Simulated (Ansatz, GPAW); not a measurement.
**A Pt chain with a Sn atom on top of one atom: relaxation, then transmission at several levels**

Aim: the conductance of a Pt chain with a Sn atom on top of one atom after relaxation, and whether geometry, basis or functional moves it most.

Calculated with GPAW 26.7.0 and Ansatz 0.2.0; Ansatz plane waves; relaxation of the junction with the lead ends held; PAW set soft_1, in the first sound run; inputs show where later runs differ.

## Step 1: Set-up

The cell holds 18 atoms: 17 Pt and 1 Sn. Cell: a = 9.000 Å, b = 9.000 Å, c = 40.800 Å, α = 90.0°, β = 90.0°, γ = 90.0°. Regions: left lead, 8 atoms (8 Pt); channel, 2 atoms (1 Pt and 1 Sn); right lead, 8 atoms (8 Pt). Vacuum lies along a and b. The structure is stacked along c, and the current runs across the ab planes.

## Step 2: Relaxation

Transmission follows bond lengths closely, so the atoms between the held lead ends are relaxed first, from a slightly shaken start that lets symmetry break.

input.yaml reads:

```yaml
crystal:
  lattice:
    - [9.0, 0.0, 0.0]
    - [0.0, 9.0, 0.0]
    - [0.0, 0.0, 40.8]
  atoms:
    - { symbol: Pt, position: [0.5, 0.5, 0.0294117647] }
    - { symbol: Pt, position: [0.5, 0.5, 0.0882352941] }
    - { symbol: Pt, position: [0.5, 0.5, 0.1470588235] }
    - { symbol: Pt, position: [0.5, 0.5, 0.2058823529] }
    - { symbol: Pt, position: [0.5, 0.5, 0.2647058824] }
    - { symbol: Pt, position: [0.5, 0.5, 0.3235294118] }
    - { symbol: Pt, position: [0.4985588666, 0.4962330108, 0.3828484145] }
    - { symbol: Pt, position: [0.4963072847, 0.5067130519, 0.4418559647] }
    - { symbol: Pt, position: [0.4988024569, 0.5019017191, 0.501184992] }
    - { symbol: Sn, position: [0.7812465647, 0.4969224511, 0.5007831424] }
    - { symbol: Pt, position: [0.5017258021, 0.4990681632, 0.5596266163] }
    - { symbol: Pt, position: [0.5016892477, 0.5035874695, 0.6172603683] }
    - { symbol: Pt, position: [0.5, 0.5, 0.6764705882] }
    - { symbol: Pt, position: [0.5, 0.5, 0.7352941176] }
    - { symbol: Pt, position: [0.5, 0.5, 0.7941176471] }
    - { symbol: Pt, position: [0.5, 0.5, 0.8529411765] }
    - { symbol: Pt, position: [0.5, 0.5, 0.9117647059] }
    - { symbol: Pt, position: [0.5, 0.5, 0.9705882353] }
kpoints:
  mp_grid: { grid: [1, 1, 2] }
hamiltonian:
  xc: pbe
  pseudopotentials: { kind: paw, azcp: { folder: soft_1 } }
scf:
  occupations: { method: fermi_dirac, width: 0.1 }
relax:
  f_tol: 0.03
  max_steps: 80
  constraints: [{ sites: [0, 1, 2, 3, 4, 5, 12, 13, 14, 15, 16, 17] }]
```

The run is started by

```sh
$ ansatz run input.yaml --threads 4 --pin off --max-ram 8192MiB --backend cpu --events-out ev --progress --plain --runs-dir out
```

Numbers of over 12 decimals in the logs are rounded to 6 here.

Log:

```text
Engine: ansatz 0.2.0, x86_64-unknown-linux-gnu
Pseudopotentials: kind: paw
Pseudopotential: Pt, paw, valence charge 18, recommended cutoff 420 eV (normal), soft_1/Pt.paw.azcp
Pseudopotential: Sn, paw, valence charge 14, recommended cutoff 420 eV (normal), soft_1/Sn.paw.azcp
Functional definition: PBE
  parameter kappa = 0.804
  parameter beta = 0.066725
  exchange = pbe_x(kappa = kappa, mu = beta*pi^2/3)
  correlation = pbe_c(beta = beta)
Crystal: 18 atoms, lattice volume = 3304.800 Å³
Basis set: ecut = 420 eV, 64509 PW (Γ), exchange–correlation on 128×128×576 points (8 copies of the dense FFT grid, shifted against one another)
Bands: 192, of which v1, the nominal top of the filled ones, is band 160 counted from 1 (159 counted from 0)
Symmetry: 1 space group operations
Space group: P1 (ITA 1), of the structure as read, at distance tolerance 1.5e-4 Å
k-points: 2
Non-local potential: Pt, projectors of the file, l = 0: 3, l = 1: 2, l = 2: 2, l = 3: 1
Non-local potential: Sn, projectors of the file, l = 0: 2, l = 1: 2, l = 2: 2, l = 3: 1
PAW form: soft (Blöchl's): semilocal exchange-correlation on the pseudo side does not see the compensation charge
PAW one-centre angular grid: Pt, 590 points (default); XC on 64 Gauss nodes
PAW one-centre angular grid: Sn, 590 points (default); XC on 64 Gauss nodes
Initial density: superposition of atomic densities (neutral atoms: chi_scale 0, normalization atom)
Initial wavefunctions: pseudopotential atomic-orbital guess
Functional: x = pbe(κ = 0.804, μ = 0.219515), c = pbe(β = 0.066725)
SCF iter   1: F=—  HF=-218905.954349 eV  |F-HF|=—  |Δ(HF+E_count)|=         —  Δρ=2.44e-2  dr2=1.79e1  ethr=3.10e-3  ⟨swp⟩=7.0  Hψ=1540  notcnv=0  defer=3
preconditioner: auto → LDOS  [metal: Δε(μ)=0.038 eV  Ē_g=4.343 eV  σ=0.100 eV  W_gap=0.09  n_scr=364 (ndim 8)  ℏωp=8.5 eV  f_vac=0.761  D(μ)=27.47/eV (n_scr^D=102)  β→1.0]
SCF iter   2: F=—  HF=-218901.375281 eV  |F-HF|=—  |Δ(HF+E_count)|=    4.58e0  Δρ=1.19e-2  dr2=3.60e0  ethr=3.10e-3  ⟨swp⟩=4.5  Hψ=807  notcnv=0  defer=16
SCF iter   3: F=—  HF=-218900.896966 eV  |F-HF|=—  |Δ(HF+E_count)|=   4.78e-1  Δρ=2.44e-3  dr2=2.90e-1  ethr=1.12e-3  ⟨swp⟩=3.0  Hψ=829  notcnv=0  defer=16
SCF iter   4: F=—  HF=-218900.844221 eV  |F-HF|=—  |Δ(HF+E_count)|=   5.27e-2  Δρ=7.56e-4  dr2=3.14e-2  ethr=9.07e-5  ⟨swp⟩=2.0  Hψ=679  notcnv=0  defer=16
SCF iter   5: F=—  HF=-218900.840295 eV  |F-HF|=—  |Δ(HF+E_count)|=   3.93e-3  Δρ=2.52e-4  dr2=4.44e-3  ethr=9.83e-6  ⟨swp⟩=2.0  Hψ=642  notcnv=0  defer=16
SCF iter   6: F=—  HF=-218900.842381 eV  |F-HF|=—  |Δ(HF+E_count)|=   2.09e-3  Δρ=1.02e-4  dr2=6.38e-4  ethr=1.39e-6  ⟨swp⟩=3.0  Hψ=560  notcnv=0  defer=16
SCF iter   7: F=—  HF=-218900.842469 eV  |F-HF|=—  |Δ(HF+E_count)|=   8.80e-5  Δρ=4.17e-5  dr2=1.11e-4  ethr=1.99e-7  ⟨swp⟩=2.0  Hψ=623  notcnv=0  defer=16
SCF iter   8: F=-218900.842465 eV  HF=-218900.842462 eV  |F-HF|=3.17e-6  |Δ(HF+E_count)|=   7.27e-6  Δρ=1.29e-5  dr2=7.15e-6  ethr=7.03e-9  ⟨swp⟩=3.0  Hψ=1533  notcnv=0
SCF 1 converged in 8 iterations: F = -218900.842465 eV  dr2 = 7.15e-6
  greatest PAW one-centre occupation: 1.000 electrons in one spin orbital (limit 2), on the Pt atom at site 8 (counted from 0), in its partial waves of l = 0
relax step   1: F+E_penalty+E_count = -218900.84246533 eV  Δ(F+E_penalty+E_count) = +0.000e0 eV  max|allowed force component| = 1.417e0 eV/Å  Δτ_max = 0.0000 Å  (8 SCF iters, dr2 threshold 2.25e-5 eV, accepted)
Initial density: handed on by an earlier stage of this run
Initial wavefunctions: those handed on with the density
iter 1 solved again at ethr=3.04e-4 eV; its pass at ethr=3.10e-3 eV (dr2=9.72e-1 eV) is discarded
SCF iter   1: F=—  HF=-218901.278599 eV  |F-HF|=—  |Δ(HF+E_count)|=         —  Δρ=3.95e-3  dr2=9.81e-1  ethr=3.04e-4  ⟨swp⟩=1.0  Hψ=1448  notcnv=0  defer=11
preconditioner: auto → LDOS  [metal: Δε(μ)=0.027 eV  Ē_g=4.479 eV  σ=0.100 eV  W_gap=0.07  n_scr=364 (ndim 8)  ℏωp=8.5 eV  f_vac=0.770  D(μ)=27.65/eV (n_scr^D=102)  β→1.0]
SCF iter   2: F=—  HF=-218901.215747 eV  |F-HF|=—  |Δ(HF+E_count)|=   6.29e-2  Δρ=1.73e-3  dr2=1.49e-1  ethr=3.04e-4  ⟨swp⟩=3.0  Hψ=760  notcnv=0  defer=11
SCF iter   3: F=—  HF=-218901.183964 eV  |F-HF|=—  |Δ(HF+E_count)|=   3.18e-2  Δρ=5.86e-4  dr2=1.85e-2  ethr=4.66e-5  ⟨swp⟩=3.0  Hψ=829  notcnv=0  defer=15
SCF iter   4: F=—  HF=-218901.182235 eV  |F-HF|=—  |Δ(HF+E_count)|=   1.73e-3  Δρ=1.40e-4  dr2=1.61e-3  ethr=5.79e-6  ⟨swp⟩=2.0  Hψ=641  notcnv=0  defer=15
SCF iter   5: F=—  HF=-218901.182137 eV  |F-HF|=—  |Δ(HF+E_count)|=   9.82e-5  Δρ=6.03e-5  dr2=2.91e-4  ethr=5.02e-7  ⟨swp⟩=2.0  Hψ=507  notcnv=0  defer=15
SCF iter   6: F=-218901.182108 eV  HF=-218901.182148 eV  |F-HF|=4.02e-5  |Δ(HF+E_count)|=   1.18e-5  Δρ=2.53e-5  dr2=5.43e-5  ethr=3.13e-8  ⟨swp⟩=3.0  Hψ=1262  notcnv=0
SCF 2 converged in 6 iterations: F = -218901.182108 eV  dr2 = 5.43e-5
relax step   2: F+E_penalty+E_count = -218901.18210811 eV  Δ(F+E_penalty+E_count) = -3.396e-1 eV  max|allowed force component| = 1.445e0 eV/Å  Δτ_max = 0.1948 Å  (6 SCF iters, dr2 threshold 1.00e-4 eV, accepted)
iter 1 solved again at ethr=3.09e-4 eV; its pass at ethr=3.10e-3 eV (dr2=9.88e-1 eV) is discarded
SCF iter   1: F=—  HF=-218901.709079 eV  |F-HF|=—  |Δ(HF+E_count)|=         —  Δρ=4.15e-3  dr2=1.01e0  ethr=3.09e-4  ⟨swp⟩=1.0  Hψ=1386  notcnv=0  defer=5
preconditioner: auto → LDOS  [metal: Δε(μ)=0.074 eV  Ē_g=4.496 eV  σ=0.100 eV  W_gap=0.18  n_scr=364 (ndim 8)  ℏωp=8.5 eV  f_vac=0.771  D(μ)=28.41/eV (n_scr^D=104)  β→1.0]
SCF iter   2: F=—  HF=-218901.646149 eV  |F-HF|=—  |Δ(HF+E_count)|=   6.29e-2  Δρ=1.79e-3  dr2=1.57e-1  ethr=3.09e-4  ⟨swp⟩=3.0  Hψ=795  notcnv=0  defer=5
SCF iter   3: F=—  HF=-218901.610177 eV  |F-HF|=—  |Δ(HF+E_count)|=   3.60e-2  Δρ=6.70e-4  dr2=3.09e-2  ethr=4.90e-5  ⟨swp⟩=3.0  Hψ=674  notcnv=0  defer=5
SCF iter   4: F=—  HF=-218901.606014 eV  |F-HF|=—  |Δ(HF+E_count)|=   4.16e-3  Δρ=1.86e-4  dr2=2.33e-3  ethr=9.65e-6  ⟨swp⟩=2.5  Hψ=642  notcnv=0  defer=8
SCF iter   5: F=—  HF=-218901.605679 eV  |F-HF|=—  |Δ(HF+E_count)|=   3.35e-4  Δρ=8.06e-5  dr2=4.41e-4  ethr=7.28e-7  ⟨swp⟩=2.0  Hψ=635  notcnv=0  defer=8
SCF iter   6: F=-218901.605648 eV  HF=-218901.605712 eV  |F-HF|=6.43e-5  |Δ(HF+E_count)|=   3.35e-5  Δρ=3.20e-5  dr2=8.15e-5  ethr=3.13e-8  ⟨swp⟩=3.0  Hψ=1343  notcnv=0
SCF 3 converged in 6 iterations: F = -218901.605648 eV  dr2 = 8.15e-5
relax step   3: F+E_penalty+E_count = -218901.60564807 eV  Δ(F+E_penalty+E_count) = -4.235e-1 eV  max|allowed force component| = 1.144e0 eV/Å  Δτ_max = 0.1946 Å  (6 SCF iters, dr2 threshold 1.00e-4 eV, accepted)
[... from here on, the SCF cycles and remarks between the steps are left out ...]
[...]
relax step   8: F+E_penalty+E_count = -218902.11951190 eV  Δ(F+E_penalty+E_count) = -1.189e-2 eV  max|allowed force component| = 8.664e-2 eV/Å  Δτ_max = 0.1592 Å  (9 SCF iters, dr2 threshold 2.74e-6 eV, accepted)
relax step   9: F+E_penalty+E_count = -218902.12181504 eV  Δ(F+E_penalty+E_count) = -2.303e-3 eV  max|allowed force component| = 1.585e-2 eV/Å  Δτ_max = 0.0713 Å  (8 SCF iters, dr2 threshold 2.12e-6 eV, accepted)
relax step  10: F+E_penalty+E_count = -218902.12181525 eV  Δ(F+E_penalty+E_count) = -2.147e-7 eV  max|allowed force component| = 1.589e-2 eV/Å  Δτ_max = 0.0000 Å  (3 SCF iters, accepted)
relax step  11: F+E_penalty+E_count = -218902.12252093 eV  Δ(F+E_penalty+E_count) = -7.057e-4 eV  max|allowed force component| = 3.021e-2 eV/Å  Δτ_max = 0.0393 Å  (9 SCF iters, accepted)
relax step  12: F+E_penalty+E_count = -218902.12298000 eV  Δ(F+E_penalty+E_count) = -4.591e-4 eV  max|allowed force component| = 2.799e-2 eV/Å  Δτ_max = 0.0366 Å  (7 SCF iters, dr2 threshold 9.13e-7 eV, accepted)
relax step  13: F+E_penalty+E_count = -218902.12298047 eV  Δ(F+E_penalty+E_count) = -4.724e-7 eV  max|allowed force component| = 2.816e-2 eV/Å  Δτ_max = 0.0000 Å  (4 SCF iters, accepted)
relax step  14: F+E_penalty+E_count = -218902.12355232 eV  Δ(F+E_penalty+E_count) = -5.718e-4 eV  max|allowed force component| = 8.208e-2 eV/Å  Δτ_max = 0.1058 Å  (9 SCF iters, accepted)
relax step  15: F+E_penalty+E_count = -218902.12478391 eV  Δ(F+E_penalty+E_count) = -1.232e-3 eV  max|allowed force component| = 7.870e-2 eV/Å  Δτ_max = 0.0457 Å  (5 SCF iters, dr2 threshold 6.74e-6 eV, accepted)
relax step  16: F+E_penalty+E_count = -218902.12777140 eV  Δ(F+E_penalty+E_count) = -2.987e-3 eV  max|allowed force component| = 1.685e-1 eV/Å  Δτ_max = 0.1494 Å  (7 SCF iters, dr2 threshold 5.70e-6 eV, accepted)
relax step  17: F+E_penalty+E_count = -218902.12938944 eV  Δ(F+E_penalty+E_count) = -1.618e-3 eV  max|allowed force component| = 3.391e-1 eV/Å  Δτ_max = 0.1603 Å  (6 SCF iters, dr2 threshold 2.61e-5 eV, accepted)
relax step  18: F+E_penalty+E_count = -218902.13545102 eV  Δ(F+E_penalty+E_count) = -6.062e-3 eV  max|allowed force component| = 1.597e-1 eV/Å  Δτ_max = 0.0422 Å  (4 SCF iters, dr2 threshold 1.00e-4 eV, accepted)
relax step  19: F+E_penalty+E_count = -218902.14487052 eV  Δ(F+E_penalty+E_count) = -9.420e-3 eV  max|allowed force component| = 3.682e-2 eV/Å  Δτ_max = 0.2000 Å  (8 SCF iters, dr2 threshold 5.66e-6 eV, accepted)
relax step  20: F+E_penalty+E_count = -218902.14593581 eV  Δ(F+E_penalty+E_count) = -1.065e-3 eV  max|allowed force component| = 1.966e-1 eV/Å  Δτ_max = 0.1882 Å  (9 SCF iters, accepted)
relax step  21: F+E_penalty+E_count = -218902.15061170 eV  Δ(F+E_penalty+E_count) = -4.676e-3 eV  max|allowed force component| = 9.470e-3 eV/Å  Δτ_max = 0.0320 Å  (7 SCF iters, dr2 threshold 2.41e-6 eV, accepted)
relax step  22: F+E_penalty+E_count = -218902.15061237 eV  Δ(F+E_penalty+E_count) = -6.716e-7 eV  max|allowed force component| = 9.379e-3 eV/Å  Δτ_max = 0.0000 Å  (4 SCF iters, accepted)
relax step  23: F+E_penalty+E_count = -218902.15153328 eV  Δ(F+E_penalty+E_count) = -9.209e-4 eV  max|allowed force component| = 6.357e-2 eV/Å  Δτ_max = 0.0633 Å  (8 SCF iters, accepted)
relax step  24: F+E_penalty+E_count = -218902.15271965 eV  Δ(F+E_penalty+E_count) = -1.186e-3 eV  max|allowed force component| = 6.635e-3 eV/Å  Δτ_max = 0.0434 Å  (6 SCF iters, dr2 threshold 3.96e-6 eV, accepted)
iter 1 solved again at ethr=1.21e-9 eV; its pass at ethr=3.10e-3 eV (dr2=3.88e-6 eV) is discarded
SCF iter   1: F=—  HF=-218902.152688 eV  |F-HF|=—  |Δ(HF+E_count)|=         —  Δρ=7.52e-6  dr2=3.88e-6  ethr=1.21e-9  ⟨swp⟩=1.0  Hψ=931  notcnv=0  defer=19
preconditioner: auto → LDOS  [metal: Δε(μ)=0.036 eV  Ē_g=4.491 eV  σ=0.100 eV  W_gap=0.09  n_scr=364 (ndim 8)  ℏωp=8.5 eV  f_vac=0.770  D(μ)=31.59/eV (n_scr^D=120)  β→1.0]
SCF iter   2: F=—  HF=-218902.152723 eV  |F-HF|=—  |Δ(HF+E_count)|=   3.46e-5  Δρ=6.62e-6  dr2=3.45e-6  ethr=1.21e-9  ⟨swp⟩=2.5  Hψ=640  notcnv=0  defer=19
SCF iter   3: F=—  HF=-218902.152722 eV  |F-HF|=—  |Δ(HF+E_count)|=   5.79e-7  Δρ=3.10e-6  dr2=7.03e-7  ethr=1.08e-9  ⟨swp⟩=2.0  Hψ=621  notcnv=0  defer=19
SCF iter   4: F=—  HF=-218902.152723 eV  |F-HF|=—  |Δ(HF+E_count)|=   4.08e-8  Δρ=1.33e-6  dr2=1.09e-7  ethr=2.20e-10  ⟨swp⟩=2.0  Hψ=539  notcnv=0  defer=19
SCF iter   5: F=-218902.152723 eV  HF=-218902.152723 eV  |F-HF|=1.40e-9  |Δ(HF+E_count)|=   1.14e-8  Δρ=2.31e-7  dr2=3.09e-9  ethr=3.13e-11  ⟨swp⟩=4.0  Hψ=1136  notcnv=0
SCF 25 converged in 5 iterations: F = -218902.152723 eV  dr2 = 3.09e-9
relax step  25: F+E_penalty+E_count = -218902.15272252 eV  Δ(F+E_penalty+E_count) = -2.863e-6 eV  max|allowed force component| = 6.237e-3 eV/Å  Δτ_max = 0.0000 Å  (5 SCF iters, accepted)
SCF converged after 5 iterations
Free energy (F): -218902.152723 eV
Harris-Foulkes:  -218902.152723 eV  (|F-HF|=1.40e-9)
Internal energy: -218901.078049 eV  (E = F + TS)
E sigma→0 (E₀):  -218901.615386 eV
Entropy (-TS):   -1.074674 eV (-59.704 meV/atom)
Fermi energy:    -3.608301 eV
--- Per-component energies (eV) ---
  E_band       = -10248.784103
  E_kinetic    = 10292.038095
  E_local      = -106436.498558  (includes V_loc(G=0)·N_el)
  E_nonlocal   = 3631.968563
  E_hartree    = 46321.215776
  E_xc         = -4022.576095
  E_vxc        = -4616.298816  (∫ρ·V_xc dr)
  E_paw        = -165612.737741  (= ΣΔE_a)
  E_vpaw       = -5762.444752  (= ΣTr[D̂ρ^β])
  E_aug_tail   = 0.019244  (compensation charges beyond the density's cutoff)
  E_ewald      = -3074.507332
  E_smearing   = -1.074674  (= −TS)
  E_closure    = -0.000000  (closes the sum)
  Σ components = -218902.152723   (vs F -218902.152723, Δ=0.00e0)
--- Forces (eV/Å), atoms counted from 1 ---
  atom   1  Pt     0.01733115    -0.00483563    -0.01234298
  atom   2  Pt    -0.00419337    -0.00303753    -0.03395418
  atom   3  Pt    -0.03629583    -0.00464502     0.02321903
  atom   4  Pt    -0.02245062    -0.00172914     0.09590735
  atom   5  Pt     0.00069076     0.00086918     0.06383584
  atom   6  Pt     0.04938843     0.02155247     0.51421936
  atom   7  Pt     0.00156730     0.00577910     0.00605764
  atom   8  Pt    -0.00264401    -0.00169494    -0.00243149
  atom   9  Pt     0.00623690     0.00267792     0.00025362
  atom  10  Sn    -0.00496190    -0.00317706     0.00076288
  atom  11  Pt     0.00001610     0.00439137     0.00280481
  atom  12  Pt     0.00559285    -0.00211292    -0.00600208
  atom  13  Pt     0.00750459    -0.05802035    -0.52432738
  atom  14  Pt    -0.00306882    -0.00128048    -0.06119673
  atom  15  Pt    -0.01299818     0.02156394    -0.09138339
  atom  16  Pt    -0.01645964     0.02857861    -0.01740321
  atom  17  Pt    -0.00139053     0.00602700     0.03249520
  atom  18  Pt     0.01615029    -0.01091802     0.00948560
  max |Σ_I F_I| component: 1.55e-5 eV/Å
--- Relaxed structure (25 steps of the walk, 25 accepted, 0 SCFs on fresh bases) ---
  F+E_penalty+E_count = -218902.15272252 eV   max|allowed force component| = 6.237e-3 eV/Å
  atoms:
    - { symbol: Pt, position: [0.5, 0.5, 0.029412] }
    - { symbol: Pt, position: [0.5, 0.5, 0.0882352941] }
    - { symbol: Pt, position: [0.5, 0.5, 0.1470588235] }
    - { symbol: Pt, position: [0.5, 0.5, 0.205882] }
    - { symbol: Pt, position: [0.5, 0.5, 0.264706] }
    - { symbol: Pt, position: [0.5, 0.5, 0.3235294118] }
    - { symbol: Pt, position: [0.443777, 0.483277, 0.382486] }
    - { symbol: Pt, position: [0.497802, 0.515197, 0.442758] }
    - { symbol: Pt, position: [0.402615, 0.574704, 0.500145] }
    - { symbol: Sn, position: [0.619984, 0.395336, 0.498948] }
    - { symbol: Pt, position: [0.483772, 0.495832, 0.557119] }
    - { symbol: Pt, position: [0.481381, 0.554014, 0.617438] }
    - { symbol: Pt, position: [0.5, 0.5, 0.6764705882] }
    - { symbol: Pt, position: [0.5, 0.5, 0.7352941176] }
    - { symbol: Pt, position: [0.5, 0.5, 0.794118] }
    - { symbol: Pt, position: [0.5, 0.5, 0.8529411765] }
    - { symbol: Pt, position: [0.5, 0.5, 0.9117647059] }
    - { symbol: Pt, position: [0.5, 0.5, 0.970588] }
```

Elapsed: 4.8 min, on 4 threads of Intel Xeon Platinum 8559C (Emerald Rapids), shared host; peak memory 5.3 GiB; 18 min of CPU time.

Step by step (22 of 25):

```csv
step,energy less that of the first step (eV),largest force component (eV/Å)
1,0.0000,1.4169
2,-0.3396,1.4453
3,-0.7632,1.1437
4,-1.1070,0.5835
6,-1.2332,0.1105
7,-1.2652,0.1629
8,-1.2770,0.0866
9,-1.2793,0.0158
10,-1.2793,0.0159
11,-1.2801,0.0302
12,-1.2805,0.0280
14,-1.2811,0.0821
15,-1.2823,0.0787
16,-1.2853,0.1685
17,-1.2869,0.3392
18,-1.2930,0.1597
19,-1.3024,0.0368
20,-1.3035,0.1966
22,-1.3081,0.0094
23,-1.3091,0.0636
24,-1.3103,0.0066
25,-1.3103,0.0062
```

The atoms that moved most (Å):

```csv
atom,dx,dy,dz,length
Sn10,-1.451,-0.914,-0.075,1.717
Pt9,-0.866,0.655,-0.042,1.087
Pt7,-0.493,-0.117,-0.015,0.507
Pt12,-0.183,0.454,0.007,0.489
Pt11,-0.162,-0.029,-0.102,0.193
Pt8,0.013,0.076,0.037,0.086
```

The relaxed structure:

```cif
data_structure
_symmetry_space_group_name_H-M 'P 1'
_symmetry_Int_Tables_number 1
_cell_length_a 9.0000
_cell_length_b 9.0000
_cell_length_c 40.8000
_cell_angle_alpha 90.000
_cell_angle_beta 90.000
_cell_angle_gamma 90.000
_cell_volume 3304.80
loop_
_atom_site_label
_atom_site_type_symbol
_atom_site_fract_x
_atom_site_fract_y
_atom_site_fract_z
_atom_site_occupancy
Pt1 Pt 0.50000 0.50000 0.02941 1
Pt2 Pt 0.50000 0.50000 0.08824 1
Pt3 Pt 0.50000 0.50000 0.14706 1
Pt4 Pt 0.50000 0.50000 0.20588 1
Pt5 Pt 0.50000 0.50000 0.26471 1
Pt6 Pt 0.50000 0.50000 0.32353 1
Pt7 Pt 0.44378 0.48328 0.38249 1
Pt8 Pt 0.49780 0.51520 0.44276 1
Pt9 Pt 0.40261 0.57470 0.50014 1
Sn10 Sn 0.61998 0.39534 0.49895 1
Pt11 Pt 0.48377 0.49583 0.55712 1
Pt12 Pt 0.48138 0.55401 0.61744 1
Pt13 Pt 0.50000 0.50000 0.67647 1
Pt14 Pt 0.50000 0.50000 0.73529 1
Pt15 Pt 0.50000 0.50000 0.79412 1
Pt16 Pt 0.50000 0.50000 0.85294 1
Pt17 Pt 0.50000 0.50000 0.91176 1
Pt18 Pt 0.50000 0.50000 0.97059 1
```

Numbers from this step:

```yaml
free_energy: -218902.1527 eV
smearing_term_ts: 1.075 eV
symmetry_operations: 1
```

The relaxation lowered the energy of the cell by 1.31 eV.

(Continued in part 2 of 4.)

[Logs are printed without paths, hosts, clocks, repeated set-up lines and the standing remarks that a program may print on its own settings, such as how far it seeks lower states.]

[Hosts, paths, dates, database ids (printed as entryN), source tags and the programs' standing remarks are cut or masked in the printed files.]
